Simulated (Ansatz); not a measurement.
CaO built on the zincblende prototype, relaxed with r2SCAN, was run in Ansatz 0.2.0 under altered settings. All numbers are computed, without spin polarisation but where a row says otherwise.

```xyz
2
Lattice="0.0000 2.6067 2.6067 2.6067 0.0000 2.6067 2.6067 2.6067 0.0000" Properties=species:S:1:pos:R:3 pbc="T T T"
Ca    0.0000    0.0000    0.0000
O     1.3034    1.3034    1.3034
```

The base run's other keys:
```yaml
kpoints:
  mp_grid: { grid: [4, 4, 4] }
hamiltonian:
  xc: hse06
scf:
  occupations: { method: fixed }
  n_extra_bands: 4
```

It takes 12 iterations with 701 plane waves at 420 eV and 8 k points, and leaves a mean stress of +0.05 GPa. The gap over this mesh is 4.730 eV. It ran on 4 threads of Arm Neoverse N1 (shared host).

Outcomes, with energy and stress as changes against the base:
```
                                     setting    outcome  ΔF (meV/atom)  Δ mean stress (GPa)  gap on the mesh (eV)  iterations  wall time
           scf.exx.singularity: wigner_seitz  converged            0.0                  0.0                 4.730          12      5.1 s
    PBE hybrid, exx coeff 0.2, omega 0.3 1/Å  converged              –                 +0.3                 4.252          11        5 s
PBE hybrid, exx coeff 0.75, omega 0.2078 1/Å  converged              –                 -2.6                 7.798          18      6.3 s
    PBE hybrid, exx coeff 1.0, omega 0.1 1/Å  converged              –                 -4.0                10.902          21      7.1 s
                            basis.xc_grid: 3  converged            0.0                  0.0                 4.730          12        5 s
```
A dash marks a value that wasn't obtained or can't be compared. Stress is positive in compression. The base took 5.2 s.

- PBE hybrid, exx coeff 0.2, omega 0.3 1/Å. That is 20 % exact exchange, screened with ω = 0.3 1/Å, against HSE06's 25 % screened at 0.208 1/Å. The mean stress moves by +0.3 GPa and the gap on the mesh by -0.478 eV (to 4.252). Totals of different functionals aren't comparable.
- PBE hybrid, exx coeff 0.75, omega 0.2078 1/Å. That is 75 % exact exchange, screened with ω = 0.2078 1/Å, against HSE06's 25 % screened at 0.208 1/Å. The mean stress moves by -2.6 GPa and the gap on the mesh by +3.069 eV (to 7.798). Totals of different functionals aren't comparable.
- PBE hybrid, exx coeff 1.0, omega 0.1 1/Å. That is 100 % exact exchange, screened with ω = 0.1 1/Å, against HSE06's 25 % screened at 0.208 1/Å. The mean stress moves by -4.0 GPa and the gap on the mesh by +6.172 eV (to 10.902). Totals of different functionals aren't comparable. The program warns that on this mesh the truncation of the exchange isn't bounded, so part of the change can be an error of the mesh.

Within 1 meV an atom, 0.1 GPa and 0.005 eV of the base stay: scf.exx.singularity: wigner_seitz; basis.xc_grid: 3.

The program warns that its thresholds are loose for a hybrid's stress.

The meshes of the hybrids are coarse, so their gaps aren't converged to the digits shown.
